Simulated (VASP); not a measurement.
# GaP (F-43m) in VASP: a series of runs

Aim: see how the results for GaP move with the level of theory and the settings. Levels: HSE06, PBE0. Tasks: band structure.

Program: VASP 6.6.1. These are calculated values, not measurements. Logs are shortened: lines on timing, memory, paths and dates and some standing lists are left out, and cuts for length are marked.

**Experimental background.**

“Stacking defects in GaP nanowires: Electronic structure and optical properties”, 2018, arxiv:1810.01194 quotes, for a bulk crystal of GaP at 10 K: band gap 2.34 eV (indirect).

The runs below are set against these values where they give the same quantity.

### Step 1. The crystal as given

The structure is cubic, space group F-43m (No. 216). The conventional cell has a = 5.450 Å, b = 5.450 Å, c = 5.450 Å, α = 90.00°, β = 90.00°, γ = 90.00°. Ga (site symmetry -43m) has 4 P at 2.36 Å as nearest neighbours. P (site symmetry -43m) is surrounded by 4 Ga at 2.36 Å.

The cell is a database's computed one.

### Step 2. Band structure, HSE06

Input file POSCAR:

```
GaP                                     
1.0
   -0.0000000000      2.7250290627      2.7250290627
    2.7250290627     -0.0000000000      2.7250290627
    2.7250290627      2.7250290627      0.0000000000
  Ga              P             
     1     1
Direct
     1.0000000000000000    1.0000000000000000    1.0000000000000000
     0.7500000000000000    0.7500000000000000    0.7500000000000000
```

Input file INCAR.step1:

```
SYSTEM = GaP
PREC = Accurate ; ENCUT = 450
EDIFF = 1E-5 ; ISMEAR = 0
SIGMA = 0.02 ; LREAL = .False.
LASPH = .True. ; NELM = 120
ALGO = Normal ; ISIF = 2
LWAVE = .True. ; LCHARG = .False.
KPAR = 2 ; GGA = PE
```

Input file INCAR.step2:

```
SYSTEM = GaP
PREC = Accurate ; ENCUT = 450
EDIFF = 1E-6 ; ISMEAR = 0
SIGMA = 0.02 ; LREAL = .False.
LASPH = .True. ; NELM = 120
ALGO = Normal ; ISIF = 2
LWAVE = .False. ; LCHARG = .False.
GGA = PE ; LHFCALC = .True.
HFSCREEN = 0.2 ; PRECFOCK = Fast
KPAR = 2 ; ISTART = 1
```

Input file KPOINTS:

```
regular mesh
0
Gamma
  8 8 8
  0 0 0
```

Input file KPOINTS_OPT:

```
path GXWKGLUWLK,UX
12
line-mode
reciprocal
 0.0000000000  0.0000000000  0.0000000000  G
 0.5000000000  0.0000000000  0.5000000000  X

 0.5000000000  0.0000000000  0.5000000000  X
 0.5000000000  0.2500000000  0.7500000000  W

 0.5000000000  0.2500000000  0.7500000000  W
 0.3750000000  0.3750000000  0.7500000000  K

 0.3750000000  0.3750000000  0.7500000000  K
 0.0000000000  0.0000000000  0.0000000000  G

 0.0000000000  0.0000000000  0.0000000000  G
 0.5000000000  0.5000000000  0.5000000000  L

 0.5000000000  0.5000000000  0.5000000000  L
 0.6250000000  0.2500000000  0.6250000000  U

 0.6250000000  0.2500000000  0.6250000000  U
 0.5000000000  0.2500000000  0.7500000000  W

 0.5000000000  0.2500000000  0.7500000000  W
 0.5000000000  0.5000000000  0.5000000000  L

 0.5000000000  0.5000000000  0.5000000000  L
 0.3750000000  0.3750000000  0.7500000000  K

 0.6250000000  0.2500000000  0.6250000000  U
 0.5000000000  0.0000000000  0.5000000000  X
```

Potentials or basis: VASP PAW PBE potentials, release 64 (Ga_d, P).

The run is started by

```bash
> cat potpaw_PBE.64/Ga_d/POTCAR potpaw_PBE.64/P/POTCAR > POTCAR
> cp INCAR.step1 INCAR
> mpirun -np 2 vasp_std > vasp.out
> cp INCAR.step2 INCAR
> mpirun -np 2 vasp_std > vasp.out
```

OUTCAR:

```text
SYSTEM = GaP
   PREC = Accurate
   ENCUT = 450
   EDIFF = 1E-6
   ISMEAR = 0
   LREAL = .False.
   LASPH = .True.
   NELM = 120
   ISIF = 2
   GGA = PE
   LHFCALC = .True.
   HFSCREEN = 0.2
   PRECFOCK = Fast
   ISTART = 1

 ion  position               nearest neighbor table
   1  0.000  0.000  0.000-   2 2.36   2 2.36   2 2.36   2 2.36
   2  0.750  0.750  0.750-   1 2.36   1 2.36   1 2.36   1 2.36

  LATTYP: Found a face centered cubic cell.
 ALAT       =     5.4500581254

  Lattice vectors:

 A1 = (   0.0000000000,   2.7250290627,   2.7250290627)
 A2 = (   2.7250290627,   0.0000000000,   2.7250290627)
 A3 = (   2.7250290627,   2.7250290627,   0.0000000000)

Analysis of symmetry for initial positions (statically):
=====================================================================
 Subroutine PRICEL returns:
 Original cell was already a primitive cell.

 Routine SETGRP: Setting up the symmetry group for a
 face centered cubic supercell.

 Subroutine GETGRP returns: Found 24 space group operations
 (whereof 24 operations were pure point group operations)
 out of a pool of 48 trial point group operations.

The static configuration has the point symmetry T_d .

Analysis of symmetry for dynamics (positions and initial velocities):
=====================================================================
 Subroutine PRICEL returns:
 Original cell was already a primitive cell.

 Routine SETGRP: Setting up the symmetry group for a
 face centered cubic supercell.

 Subroutine GETGRP returns: Found 24 space group operations
 (whereof 24 operations were pure point group operations)
 out of a pool of 48 trial point group operations.

The dynamic configuration has the point symmetry T_d .

 Subroutine INISYM returns: Found 24 space group operations
 (whereof 24 operations are pure point group operations),
 and found     1 'primitive' translations

----------------------------------------------------------------------------------------

                                     Primitive cell

  volume of cell :      40.4710

  direct lattice vectors                    reciprocal lattice vectors
     0.000000000  2.725029063  2.725029063    -0.183484282  0.183484282  0.183484282
     2.725029063  0.000000000  2.725029063     0.183484282 -0.183484282  0.183484282
     2.725029063  2.725029063  0.000000000     0.183484282  0.183484282 -0.183484282

  length of vectors
     3.853773058  3.853773058  3.853773058     0.317804098  0.317804098  0.317804098

  position of ions in fractional coordinates (direct lattice)
     0.000000000  0.000000000  0.000000000
     0.750000000  0.750000000  0.750000000

  ion indices of the primitive-cell ions
   primitive index   ion index
                 1           1
                 2           2

----------------------------------------------------------------------------------------

 KPOINTS: regular mesh

Automatic generation of k-mesh.
 Grid dimensions read from file:
 generate k-points for:    8    8    8

 Generating k-lattice:

  Cartesian coordinates                     Fractional coordinates (reciprocal lattice)
    -0.022935535  0.022935535  0.022935535     0.125000000  0.000000000  0.000000000
     0.022935535 -0.022935535  0.022935535     0.000000000  0.125000000  0.000000000
     0.022935535  0.022935535 -0.022935535     0.000000000  0.000000000  0.125000000

  Length of vectors
     0.039725512  0.039725512  0.039725512

  Shift w.r.t. Gamma in fractional coordinates (k-lattice)
     0.000000000  0.000000000  0.000000000

 Subroutine IBZKPT returns following result:
 ===========================================

 Found     29 irreducible k-points:

 Following reciprocal coordinates:
            Coordinates               Weight
  0.000000  0.000000  0.000000      1.000000
  0.125000  0.000000  0.000000      8.000000
  0.250000  0.000000  0.000000      8.000000
  0.375000  0.000000  0.000000      8.000000
  0.500000  0.000000  0.000000      4.000000
  0.125000  0.125000  0.000000      6.000000
[... 16 lines left out ...]
  0.500000  0.250000  0.125000     48.000000
 -0.375000  0.250000  0.125000     24.000000
 [... further k-points ...]
   k-points           NKPTS =     29   k-points in BZ     NKDIM =    512   number of bands    NBANDS=     13
   number of dos      NEDOS =    301   number of ions     NIONS =      2
   total plane-waves  NPLWV =  21952
   dimension x,y,z NGX =    28 NGY =   28 NGZ =   28
   dimension x,y,z NGXF=    56 NGYF=   56 NGZF=   56
   ions per type =               1   1
   NGX,Y,Z   is equivalent  to a cutoff of  12.08, 12.08, 12.08 a.u.
   NGXF,Y,Z  is equivalent  to a cutoff of  24.16, 24.16, 24.16 a.u.
 SYSTEM =  GaP
   PREC   = accura    normal or accurate (medium, high low for compatibility)
   ISTART =      1    job   : 0-new  1-cont  2-samecut
   ICHARG =      0    charge: 1-file 2-atom 10-const
   ISPIN  =      1    spin polarized calculation?
   LNONCOLLINEAR =      F non collinear calculations
   LSORBIT =      F    spin-orbit coupling
   LASPH  =      T    aspherical Exc in radial PAW
   ENCUT  =  450.0 eV  33.07 Ry    5.75 a.u.   6.67  6.67  6.67*2*pi/ulx,y,z
   NELM   =    120;   NELMIN=  2; NELMDL=  0     # of ELM steps
   EDIFF  = 0.1E-05   stopping-criterion for ELM
   LREAL  =      F    real-space projection
   EDIFFG = 0.1E-04   stopping-criterion for IOM
   NSW    =      0    number of steps for IOM
   IBRION =     -1    ionic relax: 0-MD 1-quasi-New 2-CG
   NFREE  =      0    steps in history (QN), initial steepest desc. (CG)
   ISIF   =      2    stress and relaxation
   ISYM   =      3    0-nonsym 1-usesym 2-fastsym
   POTIM  = 0.5000    time-step for ionic-motion
   TEBEG  =    0.0;   TEEND  =   0.0 temperature during run
   PSTRESS=    0.0 pullay stress
   NELECT =      18.0000    total number of electrons
   NUPDOWN=      -1.0000    fix difference up-down
   EMIN   =  10.00;   EMAX   =-10.00  energy-range for DOS
   EFERMI =   0.00;   METHOD = LEGACY
   ISMEAR =     0;   SIGMA  =   0.02  broadening in eV -4-tet -1-fermi 0-gaus
   EFERMI_NEDOS =   21; number of points for ismear=-14 and -15
   IALGO  =     38    algorithm
   IMIX   =      1    mixing-type and parameters
     AMIX     =   0.40;   BMIX     =  1.00
     AMIX_MAG =   1.60;   BMIX_MAG =  1.00
  volume/ion in A,a.u.               =      20.24       136.56
  Fermi-wavevector in a.u.,A,eV,Ry     =   1.249639  2.361475 21.246822  1.561597
  Thomas-Fermi vector in A             =   2.383670
   LORBIT       =      0    0 simple, 1 ext, 2 COOP (PROOUT), +10 PAW based schemes
   GGA     = PE    functional components
   LHFCALC =     T    Hartree Fock is set to
   PRECFOCK=fast      Normal, Fast or Accurate (Low or Medium for compatibility)
   ENCUT4O =  -1.0   cutoff for four orbital integrals eV
   NKREDX  =     1    reduce k-point grid by
   NKREDY  =     1    reduce k-point grid by
   NKREDZ  =     1    reduce k-point grid by
   AEXX    =    0.2500 exact exchange contribution
   HFSCREEN=    0.2000 screening length (either q_TF or 0.3 A-1)
   HFSCREENC=   0.2000 screening length for correlation (either q_TF or 0.3 A-1)
   ENCUTFOCK=  -1.0 apply spherical cutoff to Coloumb kernel
   IVDW    =     0    specifies the selected vdW correction
   LEPSILON=     F    determine dielectric tensor
   LRPA    =     F    only Hartree local field effects (RPA)
 non-spin polarized calculation
 Gauss-broadening in eV      SIGMA  =   0.02
  energy-cutoff  :      450.00
  volume of cell :       40.47
 maximum number of plane-waves:       893
  NGX = 16; NGY = 16; NGZ = 16

 number of electron      18.0000016 magnetization

 Free energy of the ion-electron system (eV)
  ---------------------------------------------------
  ext. energy  EPLUGINS =         0.00000000
  ---------------------------------------------------
  free energy    TOTEN  =       -10.81956740 eV

  energy without entropy =      -10.81956740  energy(sigma->0) =      -10.81956740

 E-fermi :   4.3670     XC(G=0):  -8.1465

 val. band max:        4.2072638940   @ k =   0.0000   0.0000   0.0000
 cond. band min:       6.5139400840   @ k =   0.5000   0.5000   0.0000
 fundamental gap:      2.3066761900
 Fermi energy:         4.3670309669

 k-point     1 :       0.0000    0.0000    0.0000
  band No.  band energies     occupation
      1     -12.8534      2.00000
      2     -12.8534      2.00000
      3     -12.8534      2.00000
      4     -12.7521      2.00000
      5     -12.7521      2.00000
      6      -9.5866      2.00000
      7       4.2073      2.00000
      8       4.2073      2.00000
      9       4.2073      2.00000
     10       7.0151      0.00000
     11       8.9964      0.00000
     12       8.9964      0.00000
     13       8.9964      0.00000

 k-point     2 :       0.1250    0.0000    0.0000
  band No.  band energies     occupation
      1     -12.8621      2.00000
      2     -12.8490      2.00000
      3     -12.8490      2.00000
      4     -12.7523      2.00000
      5     -12.7523      2.00000
      6      -9.3700      2.00000
      7       2.5267      2.00000
      8       3.9647      2.00000
      9       3.9647      2.00000
     10       7.6059      0.00000
     11       9.3715      0.00000
     12       9.3715      0.00000
     13       9.5983      0.00000

 k-point     3 :       0.2500    0.0000    0.0000
  band No.  band energies     occupation
      1     -12.8827      2.00000
      2     -12.8396      2.00000
      3     -12.8396      2.00000
      4     -12.7514      2.00000
      5     -12.7514      2.00000
      6      -8.7519      2.00000
      7       0.0320      2.00000
      8       3.4963      2.00000
      9       3.4963      2.00000
     10       7.2571      0.00000
     11       9.9082      0.00000
     12       9.9082      0.00000
     13      11.6391      0.00000
[... 305 lines left out ...]
 k-point    23 :       0.5000    0.2500    0.1250
  band No.  band energies     occupation
      1     -12.9134      2.00000
      2     -12.8248      2.00000
      3     -12.8164      2.00000
      4     -12.7601      2.00000
      5     -12.7447      2.00000
      6      -7.4048      2.00000
      7      -1.9865      2.00000
      8       0.9339      2.00000
      9       2.3516      2.00000
     10       8.5899      0.00000
     11       9.5541      0.00000
     12      10.9027      0.00000
     13      12.4062      0.00000

 k-point    24 :      -0.3750    0.2500    0.1250
  band No.  band energies     occupation
      1     -12.9175      2.00000
      2     -12.8241      2.00000
      3     -12.8133      2.00000
      4     -12.7573      2.00000
      5     -12.7462      2.00000
      6      -6.9159      2.00000
      7      -2.7758      2.00000
      8       0.7646      2.00000
      9       2.1159      2.00000
     10       8.5878      0.00000
     11       9.3445      0.00000
     12      11.7985      0.00000
     13      13.1977      0.00000

 [... further k-points ...]

------------------------ aborting loop because EDIFF is reached ----------------------------------------

  FORCE on cell =-STRESS in cart. coord.  units (eV):
  Direction    XX          YY          ZZ          XY          YZ          ZX
  --------------------------------------------------------------------------------------
  -------------------------------------------------------------------------------------
  Total        0.1106088      0.1106088      0.1106088     -0.0000000      0.0000000      0.0000000
  in kB        4.3788178      4.3788178      4.3788178     -0.0000000      0.0000000      0.0000000
  external PRESSURE =       4.3788178 kB  Pullay stress =       0.0000000 kB

 VOLUME and BASIS-vectors are now :
 -----------------------------------------------------------------------------
  energy-cutoff  :      450.00
  volume of cell :       40.47
      direct lattice vectors                 reciprocal lattice vectors
     0.000000000  2.725029063  2.725029063    -0.183484282  0.183484282  0.183484282
     2.725029063  0.000000000  2.725029063     0.183484282 -0.183484282  0.183484282
     2.725029063  2.725029063  0.000000000     0.183484282  0.183484282 -0.183484282

 POSITION                                       TOTAL-FORCE (eV/Angst)
 -----------------------------------------------------------------------------------
      0.00000      0.00000      0.00000        -0.000000      0.000000     -0.000000
      4.08754      4.08754      4.08754         0.000000     -0.000000      0.000000
 -----------------------------------------------------------------------------------
    total drift:                               -0.000010     -0.000005     -0.000005

  FREE ENERGIE OF THE ION-ELECTRON SYSTEM (eV)
  ---------------------------------------------------
  free  energy   TOTEN  =       -10.8195673958 eV

  energy  without entropy=      -10.8195673958  energy(sigma->0) =      -10.81956740
```

Run time: 56 min. Hardware: 2 MPI ranks of Intel Xeon 6975P-C (Granite Rapids), shared host; peak memory 0.38 GiB.

What came out:

```
Free energy             : -10.8196 eV
Pressure                : 0.4 GPa
Band gap on the k mesh  : 2.31 eV, indirect (least direct gap 2.81 eV)
Band gap along the path : 2.28 eV, indirect (least direct gap 2.81 eV)
```

Levels at the corners of the path, in eV from the valence-band top:
```csv
point,band 7,band 8,band 9,band 10,band 11,band 12
Γ,0.00,0.00,0.00,2.81,4.79,4.79
X,-7.34,-2.93,-2.93,2.31,2.58,12.09
X,-7.34,-2.93,-2.93,2.31,2.58,12.09
W,-7.09,-3.90,-3.70,5.53,6.00,7.07
W,-7.09,-3.90,-3.70,5.53,6.00,7.07
K,-7.10,-4.29,-2.46,2.93,5.76,9.46
K,-7.10,-4.29,-2.46,2.93,5.76,9.46
Γ,0.00,0.00,0.00,2.81,4.79,4.79
Γ,0.00,0.00,0.00,2.81,4.79,4.79
L,-7.24,-1.21,-1.21,2.52,5.64,5.64
L,-7.24,-1.21,-1.21,2.52,5.64,5.64
U,-7.10,-4.29,-2.46,2.93,5.76,9.46
U,-7.10,-4.29,-2.46,2.93,5.76,9.46
W,-7.09,-3.90,-3.70,5.53,6.00,7.07
W,-7.09,-3.90,-3.70,5.53,6.00,7.07
L,-7.24,-1.21,-1.21,2.52,5.64,5.64
L,-7.24,-1.21,-1.21,2.52,5.64,5.64
K,-7.10,-4.29,-2.46,2.93,5.76,9.46
U,-7.10,-4.29,-2.46,2.93,5.76,9.46
X,-7.34,-2.93,-2.93,2.31,2.58,12.09
```

Caveat: the PAW data sets were made with another functional, which shifts forces and pressure a little.

### Step 3. Band structure, PBE0

POSCAR is that of step 2.

INCAR.step1 is that of step 2.

INCAR.step2: that of step 2 with these lines changed.

```diff
@@ -8,3 +8,4 @@
 GGA = PE ; LHFCALC = .True.
-HFSCREEN = 0.2 ; PRECFOCK = Fast
-KPAR = 2 ; ISTART = 1
+AEXX = 0.25 ; PRECFOCK = Fast
+HFRCUT = -1 ; KPAR = 2
+ISTART = 1
```

KPOINTS is that of step 2.

KPOINTS_OPT is that of step 2.

Potentials or basis: VASP PAW PBE potentials, release 64 (Ga_d, P).

The run is started by

```bash
> cat potpaw_PBE.64/Ga_d/POTCAR potpaw_PBE.64/P/POTCAR > POTCAR
> cp INCAR.step1 INCAR
> mpirun -np 2 vasp_std > vasp.out
> cp INCAR.step2 INCAR
> mpirun -np 2 vasp_std > vasp.out
```

Run time: 53 min. Hardware: 2 MPI ranks of Intel Xeon 6975P-C (Granite Rapids), shared host; peak memory 0.28 GiB.

The run converged. Its results:

```yaml
Free_energy: -11.6785 eV
Pressure: 0.2 GPa
Band_gap_on_the_k_mesh: 2.95 eV, indirect (least direct gap 3.42 eV)
Band_gap_along_the_path: 2.92 eV, indirect (least direct gap 3.42 eV)
```

Levels at the corners of the path, in eV from the valence-band top:
```
point  band 5  band 6  band 7  band 8  band 9  band 10  band 11  band 12  band 13
    Γ  -17.03  -13.89    0.00    0.00    0.00     3.42     5.45     5.45     5.45
    X  -17.01  -10.68   -7.43   -2.97   -2.97     2.95     3.23    12.79    12.82
    X  -17.01  -10.68   -7.43   -2.97   -2.97     2.95     3.23    12.80    12.81
    W  -17.02  -10.58   -7.18   -3.98   -3.77     6.21     6.69     7.75     7.86
    W  -17.02  -10.58   -7.18   -3.98   -3.77     6.21     6.69     7.75     7.86
    K  -17.02  -10.72   -7.19   -4.37   -2.50     3.58     6.45    10.15    10.19
    K  -17.02  -10.72   -7.19   -4.37   -2.50     3.58     6.45    10.15    10.19
    Γ  -17.03  -13.89    0.00    0.00    0.00     3.42     5.45     5.45     5.45
    Γ  -17.03  -13.89    0.00    0.00    0.00     3.42     5.45     5.45     5.45
    L  -17.02  -11.66   -7.34   -1.23   -1.23     3.15     6.31     6.31     9.95
    L  -17.02  -11.66   -7.34   -1.23   -1.23     3.15     6.31     6.31     9.95
    U  -17.02  -10.72   -7.19   -4.37   -2.50     3.58     6.45    10.15    10.19
    U  -17.02  -10.72   -7.19   -4.37   -2.50     3.58     6.45    10.15    10.20
    W  -17.02  -10.58   -7.18   -3.98   -3.77     6.21     6.69     7.75     7.86
    W  -17.02  -10.58   -7.18   -3.98   -3.77     6.21     6.69     7.75     7.86
    L  -17.02  -11.66   -7.34   -1.23   -1.23     3.15     6.31     6.31     9.95
    L  -17.02  -11.66   -7.34   -1.23   -1.23     3.15     6.31     6.31     9.95
    K  -17.02  -10.72   -7.19   -4.37   -2.50     3.58     6.45    10.15    10.19
    U  -17.02  -10.72   -7.19   -4.37   -2.50     3.58     6.45    10.16    10.19
    X  -17.01  -10.68   -7.43   -2.97   -2.97     2.95     3.23    12.79    12.84
```

Caveat: the PAW data sets were made with another functional, which shifts forces and pressure a little.

### Step 4. Against experiment

Step 2. A measured gap of GaP is 2.34 eV (indirect; 10 K; quoted in “Stacking defects in GaP nanowires: Electronic structure and optical properties”, 2018, arxiv:1810.01194); the calculated 2.28 eV misses it by -0.06 eV. Spin-orbit coupling on Ga is left out. The value is that of HSE06, without temperature or zero-point motion. The cell is a database's relaxed one, not the measured one, which moves gaps too.

Step 3. Measured gap of GaP: 2.34 eV (indirect; 10 K; quoted in “Stacking defects in GaP nanowires: Electronic structure and optical properties”, 2018, arxiv:1810.01194). This calculation gives 2.92 eV (+0.58 eV). Spin-orbit coupling on Ga is left out. The value is that of PBE0, without temperature or zero-point motion. The cell is a database's relaxed one, not the measured one, which moves gaps too.
